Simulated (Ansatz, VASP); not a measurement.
# SnO2 in two plane-wave programs

Aim: how closely do two programs agree when they are given the same cell, functional and k mesh? The structure shown is the start of the Ansatz relaxation below; VASP solves that cell, so the two are compared at the walk's first step.

Main program and level: Ansatz 0.2.0; plane waves, with VASP 6.6.1 beside it; single point at PBE.

### Step 1. The starting structure

The cell holds 12 atoms: 8 O and 4 Sn. Cell: a = 3.187 Å, b = 6.701 Å, c = 19.935 Å, α = 90.0°, β = 90.0°, γ = 90.0°. It derives from SnO2. Vacuum lies along c.

### Step 2. Ansatz: relaxation, PBE

Ansatz runs on its default PAW (the set named soft_2) files.

The two programs are compared at the cell with which this relaxation starts, whose forces are those of its first step.

Input file input.yaml:

```yaml
crystal:
  lattice:
    - [3.1865, 0.0, 0.0]
    - [0.0, 6.700543859, 0.0]
    - [0.0, 0.0, 19.9353417587]
  atoms:
    - { symbol: O, position: [0.0, 0.5, 0.648864811] }
    - { symbol: Sn, position: [0.5, 0.5, 0.584028455] }
    - { symbol: Sn, position: [0.0, 0.0, 0.584028455] }
    - { symbol: O, position: [0.5, 0.8071, 0.584028455] }
    - { symbol: O, position: [0.5, 0.1929, 0.584028455] }
    - { symbol: O, position: [0.0, 0.5, 0.5191921] }
    - { symbol: O, position: [0.0, 0.0, 0.4808079] }
    - { symbol: Sn, position: [0.0, 0.5, 0.415971545] }
    - { symbol: O, position: [0.5, 0.3071, 0.415971545] }
    - { symbol: O, position: [0.5, 0.6929, 0.415971545] }
    - { symbol: Sn, position: [0.5, 0.0, 0.415971545] }
    - { symbol: O, position: [0.0, 0.0, 0.351135189] }
kpoints:
  mp_grid: { grid: [10, 4, 1] }
scf:
  occupations: { method: fermi_dirac, width: 0.02 }
  n_extra_bands: 8
hamiltonian:
  xc: pbe
  pseudopotentials: { kind: paw }
output:
  forces: true
  write_potential: true
  volumetric_format: []
relax:
  f_tol: 0.02
  max_steps: 40
  constraints: [{ sites: [5, 6] }]
```

Started as:

```bash
ansatz run input.yaml --threads 4 --pin off --max-ram 12288MiB --backend cpu --events-out ev --progress --plain --runs-dir out
```

Numbers of over 12 decimals in the logs are rounded to 6 here.

The log of the run:

```text
scf.n_extra_bands = 8 over 52 filled bands (N_el = 104.0): the run solves 60 bands
Engine: ansatz 0.2.0, x86_64-unknown-linux-gnu
Pseudopotentials: kind: paw
Pseudopotential: O, paw, valence charge 6, recommended cutoff 420 eV (normal), O.paw.azcp
Pseudopotential: Sn, paw, valence charge 14, recommended cutoff 420 eV (normal), Sn.paw.azcp
Functional definition: PBE
  parameter kappa = 0.804
  parameter beta = 0.066725
  exchange = pbe_x(kappa = kappa, mu = beta*pi^2/3)
  correlation = pbe_c(beta = beta)
Crystal: 12 atoms, lattice volume = 425.645 Å³
Basis set: ecut = 420 eV, 8355 PW (Γ), exchange–correlation on 48×90×270 points (8 copies of the dense FFT grid, shifted against one another)
Bands: 60, of which v1, the nominal top of the filled ones, is band 52 counted from 1 (51 counted from 0)
Symmetry: 8 space group operations
Space group: Pmma (ITA 51), of the structure as read, at distance tolerance 7.5e-5 Å
k-points: 18 of 40
Non-local potential: O, projectors of the file, l = 0: 2, l = 1: 2, l = 2: 1
Non-local potential: Sn, projectors of the file, l = 0: 2, l = 1: 2, l = 2: 2, l = 3: 2
PAW form: soft (Blöchl's): semilocal exchange-correlation on the pseudo side does not see the compensation charge
PAW one-centre angular grid: O, 110 points (default); XC on 64 Gauss nodes
PAW one-centre angular grid: Sn, 590 points (default); XC on 64 Gauss nodes
Initial density: superposition of atomic densities (neutral atoms: chi_scale 0, normalization atom), corrected by the library's trained network
Initial wavefunctions: pseudopotential atomic-orbital guess
Functional: x = pbe(κ = 0.804, μ = 0.219515), c = pbe(β = 0.066725)
SCF iter   1: F=—  HF=-28632.109994 eV  |F-HF|=—  |Δ(HF+E_count)|=         —  Δρ=4.56e-3  dr2=1.76e-1  ethr=1.77e-3  ⟨swp⟩=9.3  Hψ=5106  notcnv=0  defer=3
preconditioner: auto → Resta (q_TF=auto, 2.157 Å⁻¹)  ε∞=2.1  [insulator: Δε(μ)=0.626 eV  Ē_g=17.261 eV  σ=0.020 eV  W_gap=1.00  n_scr=62 (ndim 8)  ℏωp=18.4 eV  f_vac=0.622  D(μ)=0.00/eV (n_scr^D=0)  ε∞_Penn≈2.1  vacuum switching on, ρ_ref=2.2e-2 e/Å³]
SCF iter   2: F=—  HF=-28632.104691 eV  |F-HF|=—  |Δ(HF+E_count)|=   5.30e-3  Δρ=5.99e-3  dr2=1.61e-1  ethr=1.69e-4  ⟨swp⟩=3.9  Hψ=2037  notcnv=0  defer=63
SCF iter   3: F=—  HF=-28632.080434 eV  |F-HF|=—  |Δ(HF+E_count)|=   2.43e-2  Δρ=1.08e-3  dr2=5.19e-3  ethr=1.55e-4  ⟨swp⟩=2.7  Hψ=1589  notcnv=0  defer=63
SCF iter   4: F=—  HF=-28632.079997 eV  |F-HF|=—  |Δ(HF+E_count)|=   4.38e-4  Δρ=3.16e-4  dr2=3.82e-4  ethr=4.99e-6  ⟨swp⟩=2.8  Hψ=2257  notcnv=0  defer=59
SCF iter   5: F=—  HF=-28632.080056 eV  |F-HF|=—  |Δ(HF+E_count)|=   5.90e-5  Δρ=1.21e-4  dr2=4.66e-5  ethr=3.68e-7  ⟨swp⟩=2.1  Hψ=1556  notcnv=0  defer=59
SCF iter   6: F=-28632.080093 eV  HF=-28632.080090 eV  |F-HF|=2.84e-6  |Δ(HF+E_count)|=   3.43e-5  Δρ=3.90e-5  dr2=4.54e-6  ethr=9.62e-9  ⟨swp⟩=14.1  Hψ=12284  notcnv=0
SCF 1 converged in 6 iterations: F = -28632.080093 eV  dr2 = 4.54e-6
  greatest PAW one-centre occupation: 0.996 electrons in one spin orbital (limit 2), on the Sn atom at site 10 (counted from 0), in its partial waves of l = 2
relax step   1: F+E_penalty+E_count = -28632.08009279 eV  Δ(F+E_penalty+E_count) = +0.000e0 eV  max|allowed force component| = 3.006e0 eV/Å  Δτ_max = 0.0000 Å  (6 SCF iters, dr2 threshold 1.00e-5 eV, accepted)
Initial density: handed on by an earlier stage of this run
Initial wavefunctions: those handed on with the density
iter 1 solved again at ethr=1.03e-3 eV; its pass at ethr=3.10e-3 eV (dr2=1.07e0 eV) is discarded
SCF iter   1: F=—  HF=-28633.429010 eV  |F-HF|=—  |Δ(HF+E_count)|=         —  Δρ=1.88e-2  dr2=1.07e0  ethr=1.03e-3  ⟨swp⟩=1.0  Hψ=5090  notcnv=0  defer=33
preconditioner: auto → Resta (q_TF=auto, 2.157 Å⁻¹)  ε∞=2.1  [insulator: Δε(μ)=0.641 eV  Ē_g=17.241 eV  σ=0.020 eV  W_gap=1.00  n_scr=62 (ndim 8)  ℏωp=18.4 eV  f_vac=0.613  D(μ)=0.00/eV (n_scr^D=0)  ε∞_Penn≈2.1  vacuum switching on, ρ_ref=2.2e-2 e/Å³]
SCF iter   2: F=—  HF=-28633.164463 eV  |F-HF|=—  |Δ(HF+E_count)|=   2.65e-1  Δρ=9.50e-3  dr2=2.04e-1  ethr=1.03e-3  ⟨swp⟩=2.7  Hψ=1536  notcnv=0  defer=33
SCF iter   3: F=—  HF=-28633.147822 eV  |F-HF|=—  |Δ(HF+E_count)|=   1.66e-2  Δρ=5.47e-3  dr2=1.11e-1  ethr=1.96e-4  ⟨swp⟩=2.9  Hψ=1851  notcnv=0  defer=59
[...]
SCF iter   5: F=—  HF=-28633.130731 eV  |F-HF|=—  |Δ(HF+E_count)|=   4.97e-4  Δρ=9.86e-4  dr2=3.78e-3  ethr=1.21e-5  ⟨swp⟩=2.4  Hψ=1872  notcnv=0  defer=59
SCF iter   6: F=—  HF=-28633.130139 eV  |F-HF|=—  |Δ(HF+E_count)|=   5.92e-4  Δρ=1.77e-4  dr2=6.69e-5  ethr=3.64e-6  ⟨swp⟩=2.0  Hψ=1491  notcnv=0  defer=59
SCF iter   7: F=-28633.130193 eV  HF=-28633.130190 eV  |F-HF|=2.61e-6  |Δ(HF+E_count)|=   5.11e-5  Δρ=5.04e-5  dr2=5.14e-6  ethr=6.44e-8  ⟨swp⟩=14.2  Hψ=12611  notcnv=0
[...]
preconditioner: auto → Resta (q_TF=auto, 2.157 Å⁻¹)  ε∞=2.1  [insulator: Δε(μ)=1.228 eV  Ē_g=17.367 eV  σ=0.020 eV  W_gap=1.00  n_scr=62 (ndim 8)  ℏωp=18.4 eV  f_vac=0.613  D(μ)=0.00/eV (n_scr^D=0)  ε∞_Penn≈2.1  vacuum switching on, ρ_ref=2.2e-2 e/Å³]
SCF iter   2: F=—  HF=-28633.362159 eV  |F-HF|=—  |Δ(HF+E_count)|=   5.91e-3  Δρ=1.89e-3  dr2=1.00e-2  ethr=2.57e-5  ⟨swp⟩=3.2  Hψ=1799  notcnv=0  defer=66
SCF iter   3: F=—  HF=-28633.361062 eV  |F-HF|=—  |Δ(HF+E_count)|=   1.10e-3  Δρ=1.08e-3  dr2=5.67e-3  ethr=9.65e-6  ⟨swp⟩=2.4  Hψ=1612  notcnv=0  defer=66
SCF iter   4: F=—  HF=-28633.359983 eV  |F-HF|=—  |Δ(HF+E_count)|=   1.08e-3  Δρ=1.86e-4  dr2=1.10e-4  ethr=5.45e-6  ⟨swp⟩=2.2  Hψ=1479  notcnv=0  defer=66
SCF iter   5: F=—  HF=-28633.359999 eV  |F-HF|=—  |Δ(HF+E_count)|=   1.58e-5  Δρ=1.17e-4  dr2=5.03e-5  ethr=1.06e-7  ⟨swp⟩=2.6  Hψ=1837  notcnv=0  defer=66
SCF iter   6: F=—  HF=-28633.360174 eV  |F-HF|=—  |Δ(HF+E_count)|=   1.75e-4  Δρ=2.92e-5  dr2=2.67e-6  ethr=4.84e-8  ⟨swp⟩=2.2  Hψ=1924  notcnv=0  defer=66
SCF iter   7: F=—  HF=-28633.360174 eV  |F-HF|=—  |Δ(HF+E_count)|=   4.47e-7  Δρ=1.38e-5  dr2=5.65e-7  ethr=2.57e-9  ⟨swp⟩=2.8  Hψ=1816  notcnv=0  defer=66
SCF iter   8: F=-28633.360175 eV  HF=-28633.360175 eV  |F-HF|=2.04e-8  |Δ(HF+E_count)|=   2.20e-7  Δρ=4.28e-6  dr2=6.30e-8  ethr=9.62e-11  ⟨swp⟩=9.9  Hψ=9285  notcnv=0
SCF 5 converged in 8 iterations: F = -28633.360175 eV  dr2 = 6.30e-8
relax step   5: F+E_penalty+E_count = -28633.36017459 eV  Δ(F+E_penalty+E_count) = -8.270e-3 eV  max|allowed force component| = 8.440e-3 eV/Å  Δτ_max = 0.0216 Å  (8 SCF iters, accepted)
NSCF: frozen V_eff on 18 k-points
the band table was solved once a step of the walk had ended and its energy, with any forces and stress, was formed, with the checks that follow a solve (5990 applications of the Hamiltonian). They found nothing against the state; the energy, forces and stress were not computed again (output.eigenvalues in the input reference)
WARN: The output density's exchange-correlation potential varies sharply where the density is thin. Do not read a vacuum level from v_tot or v_xc, or from such a field of the output density. On a cell that repeats whose density bears no net charge and no dipole along the vacuum's axis use v_es (v_loc + v_h of the components); under efield.dipole_correction with no amplitude use v_es + v_field, which holds any externa [...]
SCF converged after 8 iterations
Free energy (F): -28633.360175 eV
Harris-Foulkes:  -28633.360175 eV  (|F-HF|=2.04e-8)
Internal energy: -28633.360175 eV  (E = F + TS)
E sigma→0 (E₀):  -28633.360175 eV
Fermi energy:    -1.011852 eV
--- Per-component energies (eV) ---
  E_band       = -1396.584216
  E_kinetic    = 2154.271195
  E_local      = -72500.173285  (includes V_loc(G=0)·N_el)
  E_nonlocal   = 267.065967
  E_hartree    = 35788.525319
  E_xc         = -2107.390268
  E_vxc        = -1123.757935  (∫ρ·V_xc dr)
  E_paw        = -17851.675414  (= ΣΔE_a)
  E_vpaw       = -1771.086610  (= ΣTr[D̂ρ^β])
  E_aug_tail   = 0.019310  (compensation charges beyond the density's cutoff)
  E_ewald      = 25615.997001
  E_smearing   = -0.000000  (= −TS)
  E_closure    = -0.000000  (closes the sum)
  Σ components = -28633.360175   (vs F -28633.360175, Δ=0.00e0)
--- Forces (eV/Å), atoms counted from 1 ---
  atom   1  O      0.00000000     0.00000000    -0.00300460
  atom   2  Sn     0.00000000     0.00000000     0.00214319
  atom   3  Sn     0.00000000     0.00000000    -0.00844024
  atom   4  O     -0.00000000    -0.00035718    -0.00281299
  atom   5  O      0.00000000     0.00035718    -0.00281299
  atom   6  O      0.00000000     0.00000000     1.10896234
  atom   7  O      0.00000000     0.00000000    -1.10896234
  atom   8  Sn     0.00000000     0.00000000     0.00844024
  atom   9  O     -0.00000000    -0.00035718     0.00281299
  atom  10  O      0.00000000     0.00035718     0.00281299
  atom  11  Sn     0.00000000     0.00000000    -0.00214319
  atom  12  O      0.00000000     0.00000000     0.00300460
  max |Σ_I F_I| component: 1.67e-16 eV/Å
--- Band table (eV; the first three rows and the last of 18) ---
  k-point 0: bands = [... 48 lower, -2.3546, -2.2988, -1.8453, -1.6700, -0.4428, 0.5684, 2.3734, 3.0124, ... 4 higher]
  k-point 1: bands = [... 48 lower, -2.3018, -2.2977, -1.9133, -1.7857, -0.0435, 0.6905, 2.3112, 2.7964, ... 4 higher]
  k-point 2: bands = [... 48 lower, -2.3116, -2.3116, -1.9600, -1.9600, 0.6051, 0.6051, 2.3703, 2.3703, ... 4 higher]
  k-point 17: bands = [... 48 lower, -2.3922, -2.3922, -1.7564, -1.7564, 2.6927, 2.6927, 3.8372, 3.8372, ... 4 higher]
--- Relaxed structure (5 steps of the walk, 4 accepted, 0 SCFs on fresh bases) ---
  F+E_penalty+E_count = -28633.36017459 eV   max|allowed force component| = 8.440e-3 eV/Å
  atoms:
    - { symbol: O, position: [0, 0.5, 0.656352] }
    - { symbol: Sn, position: [0.5, 0.5, 0.597260] }
    - { symbol: Sn, position: [0, 0.0, 0.579686] }
    - { symbol: O, position: [0.5, 0.812965, 0.597083] }
    - { symbol: O, position: [0.5, 0.187035, 0.597083] }
    - { symbol: O, position: [0.0, 0.5, 0.519192] }
    - { symbol: O, position: [0.0, 0.0, 0.4808079] }
    - { symbol: Sn, position: [0, 0.5, 0.420314] }
    - { symbol: O, position: [0.5, 0.312965, 0.402917] }
    - { symbol: O, position: [0.5, 0.687035, 0.402917] }
    - { symbol: Sn, position: [0.5, 0, 0.402740] }
    - { symbol: O, position: [0, 0, 0.343648] }
```

(Part 1 of 2 ends here.)

[Lines on the potential files, build, host, timing and source positions are cut from VASP's logs without a mark.]

[Logs are printed without paths, hosts, clocks, repeated set-up lines and the standing remarks that a program may print on its own settings, such as how far it seeks lower states.]

[Hosts, paths, dates, database ids (printed as entryN), source tags and the programs' standing remarks are cut or masked in the printed files.]
